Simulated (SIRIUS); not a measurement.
Ge:

```xyz
1
Lattice="1.3971 -2.6005 0.0000 1.3971 2.6005 0.0000 0.0000 0.0000 2.6982" Properties=species:S:1:pos:R:3 pbc="T T T"
Ge    1.3971    0.0000    0.0000
```

This isn't the form of Ge at room conditions, which is diamond.

Base run:

* Program: SIRIUS 7.10.0
* Functional: N12
* Potentials or basis: PseudoDojo 0.4.1 PBE standard (scalar relativistic)
* Cutoff: 1078 eV
* Density cutoff: 4311 eV
* k mesh: 9 × 9 × 8
* Occupations: fermi-dirac, width 0.05 eV
* Spin: no spin polarisation

Its results: band gap on the k mesh none (metal or under the smearing width); pressure -5.9 GPa.

After a change of settings the same cell gave: band gap on the k mesh none (metal or under the smearing width); pressure 5.1 GPa. Which change was it?
A. functional from N12 to AM05; libxc names from ["XC_GGA_X_N12", "XC_GGA_C_N12"] to ["XC_GGA_X_AM05", "XC_GGA_C_AM05"]
B. functional from N12 to revPBE; libxc names from ["XC_GGA_X_N12", "XC_GGA_C_N12"] to ["XC_GGA_X_PBE_R", "XC_GGA_C_PBE"]
C. functional from N12 to BLYP; libxc names from ["XC_GGA_X_N12", "XC_GGA_C_N12"] to ["XC_GGA_X_B88", "XC_GGA_C_LYP"]
D. functional from N12 to LDA; libxc names from ["XC_GGA_X_N12", "XC_GGA_C_N12"] to ["XC_LDA_X", "XC_LDA_C_PW"]

C.

Caveats: the potentials were made for another functional, which shifts forces and pressure.

Runs at the PBE level aren't shown here.
